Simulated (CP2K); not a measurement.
Runs of CP2K 2026.2 on Ga. Symmetry: C2/c, No. 15, monoclinic system. The conventional cell has a = 2.766 Å, b = 8.053 Å, c = 3.332 Å, α = 90.00°, β = 92.02°, γ = 90.00°. Ga (site symmetry 2) is surrounded by 8 Ga at 2.69 to 2.92 Å. This isn't the form of Ga at room conditions, which is orthorhombic.

| task | level | potentials or basis | EPS_DEFAULT | NGRIDS | potentials | cutoff radius of the dispersion sum (A) | cutoff of the non-local correlation (Ry) | gap on the mesh (eV) | pressure (GPa) | largest force (eV/Å) |
| --- | --- | --- | --- | --- | --- | --- | --- | --- | --- | --- |
| single point | PBE | POTENTIAL_UZH Ga GTH-PBE-q13; TZVP-MOLOPT-PBE-GTH basis | 1.0E-9 | 4 | Ga GTH-PBE-q13 of POTENTIAL_UZH | - | - | none | 2.6 | 0.06 |
| single point | PBE+D3 | POTENTIAL_UZH Ga GTH-PBE-q13; TZVP-MOLOPT-PBE-GTH basis | 1.0E-9 | 4 | Ga GTH-PBE-q13 of POTENTIAL_UZH | 20 | - | none | 1.0 | 0.08 |
| single point | PBE+rVV10 | POTENTIAL_UZH Ga GTH-PBE-q13; TZVP-MOLOPT-PBE-GTH basis | 1.0E-9 | 4 | Ga GTH-PBE-q13 of POTENTIAL_UZH | - | 300 | none | (b) | (c) |
| single point | PBE+D3(BJ) | POTENTIAL_UZH Ga GTH-PBE-q13; TZVP-MOLOPT-PBE-GTH basis | 1.0E-9 | 4 | Ga GTH-PBE-q13 of POTENTIAL_UZH | 20 | - | none | -0.2 | 0.06 |
| single point | PBE+D2 | POTENTIAL_UZH Ga GTH-PBE-q13; TZVP-MOLOPT-PBE-GTH basis | 1.0E-9 | 4 | Ga GTH-PBE-q13 of POTENTIAL_UZH | 20 | - | none | -0.4 | 0.16 |
| band structure | LDA | GTH_POTENTIALS Ga GTH-PADE-q13; TZVP-MOLOPT-PBE-GTH basis | 1.0E-10 | 4 | Ga GTH-PADE-q13 of GTH_POTENTIALS | - | - | none | -3.6 | 0.16 |
| band structure | PBEsol | POTENTIAL_UZH Ga GTH-PBE-q13; TZVP-MOLOPT-PBE-GTH basis | 1.0E-10 | 5 | Ga GTH-PBE-q13 of POTENTIAL_UZH | - | - | none | -1.3 | 0.08 |
| single point | PBE+D4 | POTENTIAL_UZH Ga GTH-PBE-q13; TZVP-MOLOPT-PBE-GTH basis | 1.0E-9 | 4 | Ga GTH-PBE-q13 of POTENTIAL_UZH | 20 | - | none | -1.4 | 0.06 |
| single point | PBE+D3(BJ)+ATM | POTENTIAL_UZH Ga GTH-PBE-q13; TZVP-MOLOPT-PBE-GTH basis | 1.0E-9 | 4 | Ga GTH-PBE-q13 of POTENTIAL_UZH | 20 | - | none | (a) | 0.06 |

Alike in all rows: no spin polarisation; cell as given; k mesh 10 × 10 × 8; smearing fermi-dirac 0.05 eV.

Estimate the missing entries.

(a) 0.0; (b) 1.4; (c) 0.13.

Caveats: the basis of atomic orbitals isn't converged, which shifts pressures, moduli and gaps; pairwise dispersion overbinds metals, which lowers pressure and volume (some runs); the potentials were made for another functional, which shifts forces and pressure (some runs).

A k mesh can miss the band edges, and the runs leave out spin-orbit coupling on Ga.

A gap of «none» marks a metal or a gap under the smearing width.
